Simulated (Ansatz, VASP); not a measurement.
## SiC in VASP and in Ansatz

POSCAR

```
SiC
1.0
    3.0255864115      0.0000000000      0.0000000000
   -1.5127932057      2.6202346937      0.0000000000
    0.0000000000      0.0000000000      5.2150670962
Si C
2 2
Direct
    0.3333333333      0.6666666667      0.0046028828
    0.6666666667      0.3333333333      0.5046028828
    0.3333333333      0.6666666667      0.3803971172
    0.6666666667      0.3333333333      0.8803971172
```

INCAR.step1

```
PREC = Accurate
ENCUT = 520
ISMEAR = 0
SIGMA = 0.05
LREAL = F
LASPH = T
NELM = 60
NBANDS = 16
GGA = PE
ALGO = Normal
EDIFF = 1E-4
LWAVE = T
LCHARG = F
```

Contents of INCAR.step2:

```
PREC = Accurate
ENCUT = 520
EDIFF = 1E-6
ISMEAR = 0
SIGMA = 0.05
LREAL = F
LASPH = T
NELM = 60
ALGO = Normal
ISIF = 2
LWAVE = F
LCHARG = T
METAGGA = R2SCAN
LMIXTAU = T
LELF = T
LVHAR = T
NBANDS = 16
ISTART = 1
```

File KPOINTS:

```
Automatic mesh
0
Gamma
  12 12 6
```

Input for Ansatz:

```yaml
crystal:
  lattice:
    - [3.0255864115, 0.0, 0.0]
    - [-1.5127932057, 2.6202346937, 0.0]
    - [0.0, 0.0, 5.2150670962]
  atoms:
    - { symbol: Si, position: [0.3333333333, 0.6666666667, 0.0046028828] }
    - { symbol: Si, position: [0.6666666667, 0.3333333333, 0.5046028828] }
    - { symbol: C, position: [0.3333333333, 0.6666666667, 0.3803971172] }
    - { symbol: C, position: [0.6666666667, 0.3333333333, 0.8803971172] }
basis:
  ecutwfc: 500
kpoints:
  mp_grid: { grid: [12, 12, 6] }
hamiltonian:
  xc: r2scan
scf:
  occupations: { method: gaussian, width: 0.05 }
output:
  forces: true
  stress: true
  eigenvalues: true
```

Alike in both runs: task single point; functional r2SCAN; k mesh 12 × 12 × 6; occupations gaussian, width 0.05 eV; no spin polarisation.

|  | VASP | Ansatz |
| --- | --- | --- |
| version | VASP 6.6.1 | Ansatz 0.2.0 |
| potentials or method | VASP PAW PBE potentials, release 64 (Si, C) | scalar-relativistic, plane waves, PAW |
| plane-wave cutoff (eV) | 520 | 500 |
| valence electrons in the cell | 16 | 16 |

|  | VASP | Ansatz | Ansatz less VASP |
| --- | --- | --- | --- |
| gap on the k mesh at the Fermi level (eV) | 2.46 | 2.46 | -0.004 |
| least direct gap on the mesh (eV) | 4.94 | 4.93 | -0.010 |
| pressure (GPa) | 0.8 | 0.9 | +0.19 |
| largest component of the traceless stress (GPa) | 18.36 | 18.27 | -0.087 |
| rms of the force components (eV/Å) | 0.184 | 0.186 | +0.0022 |

Atom by atom the forces differ by 0.002 eV/Å (rms over components). The functional is the same, so the differences come from potentials, cutoffs and numerics.

Caveats: the PAW data sets were made with another functional, which shifts forces and pressure a little (VASP). r2SCAN opens gaps a little over a GGA but as a rule still falls short of measured ones. A k mesh can miss the band edges.
